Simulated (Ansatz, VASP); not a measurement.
# Two plane-wave programs on Fe

POSCAR

```
Fe
1.0
    2.3461820869      0.0000000000      0.0000000000
    0.0000000000      2.3461820869      0.0000000000
    0.0000000000      0.0000000000      2.3461820869
Fe
1
Direct
    0.0000000000      0.0000000000      0.0000000000
```

File INCAR.step1:

```
SYSTEM = Fe
  PREC = Accurate
  ENCUT = 520
  ISMEAR = -1
  SIGMA = 0.05
  LREAL = .False.
  LASPH = .True.
  NELM = 150
  ISPIN = 2
  MAGMOM = 2.926
  LMAXMIX = 4
  NBANDS = 14
  GGA = PE
  ALGO = Normal
  EDIFF = 1E-4
  LWAVE = .True.
  LCHARG = .False.
```

INCAR.step2

```
SYSTEM = Fe
  PREC = Accurate
  ENCUT = 520
  EDIFF = 1E-6
  ISMEAR = -1
  SIGMA = 0.05
  LREAL = .False.
  LASPH = .True.
  NELM = 150
  ALGO = Normal
  ISIF = 2
  LWAVE = .False.
  LCHARG = .True.
  ISPIN = 2
  MAGMOM = 2.926
  LORBIT = 11
  LMAXMIX = 4
  METAGGA = R2SCAN
  LMIXTAU = .True.
  LELF = .True.
  LVHAR = .True.
  NBANDS = 14
  ISTART = 1
```

Contents of KPOINTS:

```
regular mesh
0
Gamma
  15 15 15
  0 0 0
```

Input for Ansatz:

```yaml
crystal:
  lattice:
    - [2.3461820869, 0.0, 0.0]
    - [0.0, 2.3461820869, 0.0]
    - [0.0, 0.0, 2.3461820869]
  atoms:
    - { symbol: Fe, position: [0.0, 0.0, 0.0], spin: 2.926 }
hamiltonian:
  xc: r2scan
  pseudopotentials:
    kind: paw
    azcp:
      Fe: "pseudopotentials/Fe.paw.azcp"
basis:
  ecutwfc: 500
  fft_grid_basis: typed
kpoints:
  mp_grid: { grid: [15, 15, 15], shift: [0, 0, 0] }
magnetization:
  spin_polarized: true
scf:
  occupations: { method: fermi_dirac, width: 0.05 }
  lower_state_search: "off"
output:
  stress: true
  write_density: true
  write_potential: true
  elf: true
  volumetric_format: npy
```

Alike in both runs: task single point; functional r2SCAN; k mesh 15 × 15 × 15; occupations fermi-dirac, width 0.05 eV; collinear spin.

|  | VASP | Ansatz |
| --- | --- | --- |
| version | VASP 6.6.1 | Ansatz 0.2.0 |
| potentials or method | VASP PAW PBE potentials, release 64 (Fe) | plane waves (500 eV) with PAW, scalar-relativistic |
| plane-wave cutoff (eV) | 520 | 500 |
| valence electrons in the cell | 8 | 16 |

|  | VASP | Ansatz | Ansatz less VASP |
| --- | --- | --- | --- |
| pressure (GPa) | 7.7 | 7.1 | -0.57 |
| net moment per atom (μB) | 2.67 | 2.63 | -0.037 |
| size of the moment on the site where the two differ most (μB) | 2.70 | 2.66 | -0.039 |

Site moments also hang on the region over which each program counts them. The two sets of potentials don't hold the same shells in valence. Ansatz warned: «stability_check_not_made».

Caveats: the PAW data sets were made with another functional, which shifts forces and pressure a little (VASP).
